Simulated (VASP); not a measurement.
Os, 2 atoms in the cell. Symmetry: P6_3/mmc, No. 194, hexagonal system. Conventional cell: a = 2.734 Å, b = 2.734 Å, c = 4.320 Å, α = 90.00°, β = 90.00°, γ = 120.00°. Os (site symmetry -6m2) is surrounded by 12 Os at 2.68 to 2.73 Å. 

| Quantity | Value |
| --- | --- |
| Program | VASP 6.6.1 |
| Task | band structure |
| Functional | LAK |
| Potentials or basis | VASP PAW PBE potentials, release 64 (Os) |
| Cutoff | 520 eV |
| k mesh | 11 × 11 × 6 |
| Occupations | fermi-dirac, width 0.05 eV |
| Spin | no spin polarisation |
| Further INCAR settings | ALGO = Normal; EDIFF = 1e-07 |

Potentials or basis: VASP PAW PBE potentials, release 64 (Os).

Launch:

```console
$ cat potpaw_PBE.64/Os/POTCAR > POTCAR
$ mpirun -np 1 vasp_std > vasp.out
```

Hardware: 1 thread of Intel(R) Xeon(R) Platinum 8559C (Emerald Rapids) (shared host).

Task: Estimate the wall time of this run.

Result: Wall time 2.2 min on 1 thread of Intel(R) Xeon(R) Platinum 8559C (Emerald Rapids), on a shared host, peak memory 0.16 GiB. Counts: scf iterations 53, k points 64.
